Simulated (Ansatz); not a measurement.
Input and command of a calculation in Ansatz (plane waves; scalar-relativistic PAW potentials unless the input names others):

```yaml
crystal:
  lattice:
    - [3.9557417153, 0.0, 0.0]
    - [0.0, 4.043321868, 0.0]
    - [0.0, 0.0, 22.9114834306]
  atoms:
    - { symbol: Ba, position: [0.0, 0.0048957992, 0.3273467658] }
    - { symbol: O, position: [0.5, 0.4859022563, 0.3273467658] }
    - { symbol: Ti, position: [0.5, 0.5200640156, 0.4136733829] }
    - { symbol: O, position: [0.5, 0.9752356725, 0.4136733829] }
    - { symbol: O, position: [0.0, 0.4859022563, 0.4136733829] }
    - { symbol: Ba, position: [0.0, 0.0048957992, 0.5] }
    - { symbol: O, position: [0.5, 0.4859022563, 0.5] }
    - { symbol: Ti, position: [0.5, 0.5200640156, 0.5863266171] }
    - { symbol: O, position: [0.5, 0.9752356725, 0.5863266171] }
    - { symbol: O, position: [0.0, 0.4859022563, 0.5863266171] }
    - { symbol: Ba, position: [0.0, 0.0048957992, 0.6726532342] }
    - { symbol: O, position: [0.5, 0.4859022563, 0.6726532342] }
basis:
  ecutwfc: 420
kpoints:
  mp_grid: { grid: [7, 7, 1] }
hamiltonian:
  xc: pbesol
scf:
  occupations: { method: fermi_dirac, width: 0.3 }
output:
  forces: true
  eigenvalues: true
  stress: true
efield:
  axis: 3
  dipole_correction: true
  ramp_width: 0.04
```

```bash
ansatz run input.yaml --threads 1 --pin off --max-ram 2560MiB --backend cpu --events-out ev --progress --plain --runs-dir out
```

Abridged log:
```
Basis set: ecut = 420 eV, 7205 PW (Γ), exchange–correlation on 54×60×320 points (8 copies of the dense FFT grid, shifted against one another)
Bands: 67, of which v1, the nominal top of the filled ones, is band 48 counted from 1 (47 counted from 0)
Symmetry: 2 space group operations
k-points: 16 of 49 (time reversal used)
SCF iter   1: F=—  HF=-26480.599537 eV  |F-HF|=—  |Δ(HF+E_count)|=         —  Δρ=1.07e-2  dr2=3.68e-1  ethr=1.77e-3  p=0.000 e·Å  D=8.11e-14 V/Å  ΔV_dip= 0.00 eV  dr2_dipole=3.49e-9  V_vac-E_F(+/−)=1.93/1.93 eV  ⟨swp⟩=8.5  Hψ=5356  notcnv=0
efield: sawtooth ramp at fractional position 0.9800 (placed from the atoms, in the widest stretch of the axis that holds none; the zero of the levels goes with the place), width 0.0400; the density the first Hamiltonian is built on has a dipole p = 0.000 e·Å; the dipole correction subtracts the counter field D = 8.11e-14 V/Å, which shifts the + side's vacuum level by  0.00 eV against the − side's; the planar-averaged density in the ramp window peaks in size at 3.7e-5 e/Å³
SCF iter   2: F=—  HF=-26481.029375 eV  |F-HF|=—  |Δ(HF+E_count)|=   4.30e-1  Δρ=2.71e-2  dr2=2.50e0  ethr=3.83e-4  p= 0.000 e·Å  D=-3.45e-6 V/Å  ΔV_dip=0.00 eV  dr2_dipole=3.86e-9  V_vac-E_F(+/−)=2.15/2.15 eV  ⟨swp⟩=2.1  Hψ=2146  notcnv=0  recentre
SCF iter   3: F=—  HF=-26480.521064 eV  |F-HF|=—  |Δ(HF+E_count)|=   5.08e-1  Δρ=1.45e-3  dr2=6.38e-3  ethr=3.83e-4  p= 0.000 e·Å  D=-5.02e-6 V/Å  ΔV_dip=0.00 eV  dr2_dipole=3.36e-9  V_vac-E_F(+/−)=2.04/2.04 eV  ⟨swp⟩=2.5  Hψ=2054  notcnv=0
SCF iter   4: F=—  HF=-26480.521147 eV  |F-HF|=—  |Δ(HF+E_count)|=   8.31e-5  Δρ=4.54e-4  dr2=6.56e-4  ethr=6.65e-6  p=0.000 e·Å  D=1.22e-5 V/Å  ΔV_dip= 0.00 eV  dr2_dipole=1.90e-8  V_vac-E_F(+/−)=2.03/2.04 eV  ⟨swp⟩=2.0  Hψ=2029  notcnv=0
SCF iter   5: F=—  HF=-26480.521150 eV  |F-HF|=—  |Δ(HF+E_count)|=   2.72e-6  Δρ=2.73e-4  dr2=2.26e-4  ethr=6.84e-7  p= 0.000 e·Å  D=-1.39e-5 V/Å  ΔV_dip=0.00 eV  dr2_dipole=1.88e-8  V_vac-E_F(+/−)=2.02/2.02 eV  ⟨swp⟩=2.0  Hψ=1904  notcnv=0
SCF iter   6: F=—  HF=-26480.521138 eV  |F-HF|=—  |Δ(HF+E_count)|=   1.18e-5  Δρ=9.85e-5  dr2=4.38e-5  ethr=2.35e-7  p=0.000 e·Å  D=5.46e-6 V/Å  ΔV_dip= 0.00 eV  dr2_dipole=3.13e-9  V_vac-E_F(+/−)=2.00/2.01 eV  ⟨swp⟩=2.8  Hψ=1553  notcnv=0
SCF iter   7: F=—  HF=-26480.521229 eV  |F-HF|=—  |Δ(HF+E_count)|=   9.10e-5  Δρ=3.53e-5  dr2=5.64e-6  ethr=4.57e-8  p= 0.000 e·Å  D=-6.59e-6 V/Å  ΔV_dip=0.00 eV  dr2_dipole=5.31e-9  V_vac-E_F(+/−)=2.00/2.00 eV  ⟨swp⟩=2.8  Hψ=2042  notcnv=0
SCF iter   8: F=—  HF=-26480.521234 eV  |F-HF|=—  |Δ(HF+E_count)|=   5.26e-6  Δρ=1.78e-5  dr2=1.23e-6  ethr=5.88e-9  p=0.000 e·Å  D=4.72e-6 V/Å  ΔV_dip= 0.00 eV  dr2_dipole=3.01e-9  V_vac-E_F(+/−)=1.99/1.99 eV  ⟨swp⟩=2.8  Hψ=1834  notcnv=0
SCF iter   9: F=—  HF=-26480.521238 eV  |F-HF|=—  |Δ(HF+E_count)|=   3.93e-6  Δρ=6.01e-6  dr2=2.36e-7  ethr=1.29e-9  p= 0.000 e·Å  D=-4.05e-6 V/Å  ΔV_dip=0.00 eV  dr2_dipole=2.14e-9  V_vac-E_F(+/−)=1.99/1.99 eV  ⟨swp⟩=4.6  Hψ=1917  notcnv=0
SCF iter  10: F=-26480.521241 eV  HF=-26480.521241 eV  |F-HF|=1.05e-7  |Δ(HF+E_count)|=   2.57e-6  Δρ=3.23e-6  dr2=5.86e-8  ethr=1.04e-10  p=0.000 e·Å  D=8.77e-6 V/Å  ΔV_dip= 0.00 eV  dr2_dipole=9.56e-9  V_vac-E_F(+/−)=1.99/1.99 eV  ⟨swp⟩=13.0  Hψ=6033  notcnv=0
WARN: efield: at this solve's end the planar-averaged density reaches 1.48e-5 e/Å³ inside the ramp window [0.9364, 0.0636] (bound 1e-5 e/Å³), and 1.07e-5 e/Å³ on another of its planes; the window's nearer edge stands 6.04 Å from this solve's nearest atom along the axis. Its work functions, free energy, forces, stress, dipole, levels and responses can be off, and this figure does not tell by how much. A short vacuum, a low `basis.ecutwfc` or `basis.ecutrho_ratio` and negative occupations (`scf.occupations.method`) can put density there. See the manual's quickstart, § The vacuum guard
SCF 1 converged in 10 iterations: F = -26480.521241 eV  dr2 = 5.86e-8
SCF converged after 10 iterations
Free energy (F): -26480.521241 eV
Harris-Foulkes:  -26480.521241 eV  (|F-HF|=1.05e-7)
Internal energy: -26480.389227 eV  (E = F + TS)
E sigma→0 (E₀):  -26480.455234 eV
Entropy (-TS):   -0.132014 eV (-11.001 meV/atom)
Fermi energy:    4.140562 eV
Dipole field:    D = -0.000088 V/Å  (p = -0.000179 e·Å, saw-weighted, corrected)
Work function:   Φ+ = 1.9915 eV   Φ− = 1.9896 eV
Levels:          The Fermi level and band energies are counted from a zero that moves with the ramp; work functions are not
Vacuum region:   at the solve's end the planar-averaged density reaches 1.48e-5 e/Å³ inside the ramp window [0.9364, 0.0636] (bound 1e-5 e/Å³), and 1.07e-5 e/Å³ on another of its planes
--- Forces (eV/Å), atoms counted from 1 ---
  atom   1  Ba     0.00000000     0.07778489     0.65363053
  atom   2  O      0.00000000    -0.04607656     0.37594570
  atom   3  Ti     0.00000000    -0.25963462    -0.96469828
  atom   4  O      0.00000000     0.28417233    -0.17521825
  atom   5  O      0.00000000    -0.04213683    -0.13344010
  atom   6  Ba     0.00000000     0.01475927    -0.00006538
  atom   7  O      0.00000000    -0.04296793     0.00010196
  atom   8  Ti     0.00000000    -0.25967650     0.96441520
  atom   9  O      0.00000000     0.28422776     0.17533066
  atom  10  O      0.00000000    -0.04213595     0.13355634
  atom  11  Ba     0.00000000     0.07780014    -0.65368005
  atom  12  O      0.00000000    -0.04608037    -0.37575891
--- Stress (GPa, compression-positive) ---
       -1.608703       0.000000       0.000000
        0.000000      -1.843607      -0.000010
        0.000000      -0.000010      -1.359570
  P = ⅓ Tr σ = -1.6040 GPa (-16.040 kbar)
```

Apart from outputs and empty bands, the input differs from a reference run on usual settings in scf.occupations.method: "gaussian" → "fermi_dirac"; scf.occupations.width: 0.05 → 0.3. The reference, at the same geometry (not necessarily relaxed), gave pressure -1.65 GPa (averaged over a cell that holds vacuum), largest force 1.013 eV/Å, gap on the mesh 2.38 eV. This run converged in 10 SCF iterations (reference: 10) with an energy at zero smearing 3.75 meV/atom above the reference's, pressure -1.60 GPa (averaged over a cell that holds vacuum), largest force 0.999 eV/Å, gap on the mesh 2.41 eV. Its smearing width is looser than usual, and the result moved.

Time: 77 s on 1 thread of Arm Neoverse V1, with other jobs on the host, peak memory 0.66 GiB.